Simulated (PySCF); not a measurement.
# Isomerisation enthalpies of C4H6

**What was measured.**

From CRC Handbook of Chemistry and Physics, for the gas at 298.15 K: enthalpy of formation of `C=CC=C` 110 kJ/mol; enthalpy of formation of `CC#CC` (2-butyne) 145.7 kJ/mol; enthalpy of formation of `C1=CCC1` (cyclobutene) 156.7 kJ/mol; enthalpy of formation of `C=C=CC` (1,2-butadiene) 162.3 kJ/mol; enthalpy of formation of `C#CCC` (1-butyne) 165.2 kJ/mol.

How close the calculation comes is told at the end.

Differences of these values give the isomerisation enthalpies. Geometries: PBE0-D3(BJ)/def2-SVP; runs in PySCF, gas phase, with a dispersion term only where the level names one. Total electronic energies (Eh):

```json
{"SMILES": "C=CC=C", "PBE0-D3(BJ)/def2-SVP": "-155.68591"}
{"SMILES": "CC#CC", "PBE0-D3(BJ)/def2-SVP": "-155.67246"}
{"SMILES": "C1=CCC1", "PBE0-D3(BJ)/def2-SVP": "-155.67601"}
{"SMILES": "C=C=CC", "PBE0-D3(BJ)/def2-SVP": "-155.66851"}
{"SMILES": "C#CCC", "PBE0-D3(BJ)/def2-SVP": "-155.66080"}
```

Zero-point and thermal terms are left out, so the computed numbers are electronic energies.

## Comparison

Relative to `C=CC=C`, the lowest by measurement, in kJ/mol (measured: enthalpies at 298.15 K; computed: electronic energies):

```json
{"SMILES": "C=CC=C", "measured": "0.0", "PBE0-D3(BJ)/def2-SVP": "0.0"}
{"SMILES": "CC#CC", "measured": "35.7", "PBE0-D3(BJ)/def2-SVP": "35.3"}
{"SMILES": "C1=CCC1", "measured": "46.7", "PBE0-D3(BJ)/def2-SVP": "26.0"}
{"SMILES": "C=C=CC", "measured": "52.3", "PBE0-D3(BJ)/def2-SVP": "45.7"}
{"SMILES": "C#CCC", "measured": "55.2", "PBE0-D3(BJ)/def2-SVP": "65.9"}
```

Measured values: 110 kJ/mol (298.15 K; CRC Handbook of Chemistry and Physics) for the first row; the others come from the same table. Mean unsigned miss over the other isomers: PBE0-D3(BJ)/def2-SVP 9.6 kJ/mol. One conformer stands for `C=CC=C`, not necessarily the lowest, while the measurement averages over conformers. Where a level misses, the cause wasn't examined.
